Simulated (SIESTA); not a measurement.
Ge:

```
Ge
1.0
     0.00000    2.82891    2.82891
     2.82891    0.00000    2.82891
     2.82891    2.82891    0.00000
Ge
2
Cartesian
  4.2434 4.2434 4.2434
  2.8289 2.8289 2.8289
```

Base run:

- Program: SIESTA 5.4.2
- Functional: PBE
- Potentials or basis: PseudoDojo 0.4 standard (PBE files)
- Basis: SZP (energy shift 0.003 Ry)
- Grid cutoff: 800 Ry
- Energy shift: 0.003 Ry
- k mesh: 8 × 8 × 8
- Occupations: fermi-dirac, width 0.05 eV
- Spin: no spin polarisation

Its results: band gap on the k mesh 0.22 eV, direct; pressure 6.2 GPa.

The run is repeated on the same cell with these changes: basis from SZP (energy shift 0.003 Ry) to DZ (energy shift 0.003 Ry; two zetas on semicore shells). What comes out?

Band gap on the k mesh none (metal or under the smearing width); pressure 4.4 GPa.

Caveats: the basis of atomic orbitals isn't converged, which shifts pressures, moduli and gaps; the basis has no polarisation orbitals (some runs).
